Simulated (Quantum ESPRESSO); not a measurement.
MoS in Quantum ESPRESSO: the effect of functional

MoS, a slab with vacuum:

```
CELL_PARAMETERS angstrom
3.18413 0.00000 0.00000
-1.59206 2.75753 0.00000
0.00000 0.00000 32.33460
ATOMIC_POSITIONS crystal
Mo 0.00000 0.00000 0.23195
S 0.33333 0.66667 0.27993
S 0.33333 0.66667 0.72007
Mo 0.00000 0.00000 0.76805
```

Alike in all runs:

```yaml
Program: Quantum ESPRESSO 7.5
Task: work function
Potentials_or_basis: SG15 PBE 1.2
Cutoff: 952 eV
Density_cutoff: 3810 eV
k_mesh: 10 × 10 × 1
Occupations: fermi-dirac, width 0.05 eV
Spin: no spin polarisation
```

| functional | largest force (eV/Å) | work function (eV) |
| --- | --- | --- |
| LDA | 1.24 | 4.54 |
| PBEsol | 1.11 | 4.33 |
| RPBE | 0.69 | 4.08 |
| revPBE | 0.73 | 4.09 |
| AM05 | ? | ? |
| rev-vdW-DF2 | 0.76 | 4.48 |
| BLYP | 0.39 | 3.91 |

Task: What does the run with functional AM05 give?

Result: Largest force 1.15 eV/Å; work function 4.21 eV.

Caveats: the potentials were made for another functional, which shifts forces and pressure.

Runs at the PBE level aren't shown here.
